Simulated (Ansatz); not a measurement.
# LDA, PBE, PBEsol and r²SCAN on RbCl

```xyz
2
Lattice="0.0000 3.3490 3.3490 3.3490 0.0000 3.3490 3.3490 3.3490 0.0000" Properties=species:S:1:pos:R:3 pbc="T T T"
Rb    0.0000    0.0000    0.0000
Cl    3.3490    3.3490    3.3490
```

Atoms are numbered in the order listed.

The structure comes from a relaxation in the same program, started in the rocksalt type, and has space group Fm-3m. Whether it is a known phase or the ground state wasn't checked.

One fixed cell is solved with several functionals by PAW (frozen-core files) in Ansatz 0.2.0, scalar-relativistically. A positive pressure means that the functional wants a larger cell.

The PAW files were made with PBE; their cores are remade for each functional.

Numerical set-up: a Γ-centred 10×10×10 k mesh, Fermi–Dirac smearing of 0.05 eV, cutoff 420 eV, no spin polarisation.

Cutoffs: PBE 420 eV, LDA 420 eV, PBEsol 420 eV, r²SCAN 500 eV.

Task: Order the settings by the pressure that they give at this fixed cell, lowest first.
A. PBE
B. LDA
C. PBEsol
D. r²SCAN

Result: B (-2.19 GPa), C (-0.97 GPa), D (-0.57 GPa), A (0.01 GPa).

```json
{"setting": "PBE", "P (GPa)": "0.01", "gap over the k mesh and a high-symmetry path (eV)": "4.84", "lowest level at Γ above −25 eV, from the valence-band top or, without a gap, the Fermi level (eV)": "-24.05"}
{"setting": "LDA", "P (GPa)": "-2.19", "gap over the k mesh and a high-symmetry path (eV)": "4.40", "lowest level at Γ above −25 eV, from the valence-band top or, without a gap, the Fermi level (eV)": "-23.98"}
{"setting": "PBEsol", "P (GPa)": "-0.97", "gap over the k mesh and a high-symmetry path (eV)": "4.70", "lowest level at Γ above −25 eV, from the valence-band top or, without a gap, the Fermi level (eV)": "-24.01"}
{"setting": "r²SCAN", "P (GPa)": "-0.57", "gap over the k mesh and a high-symmetry path (eV)": "5.43", "lowest level at Γ above −25 eV, from the valence-band top or, without a gap, the Fermi level (eV)": "-24.80"}
```
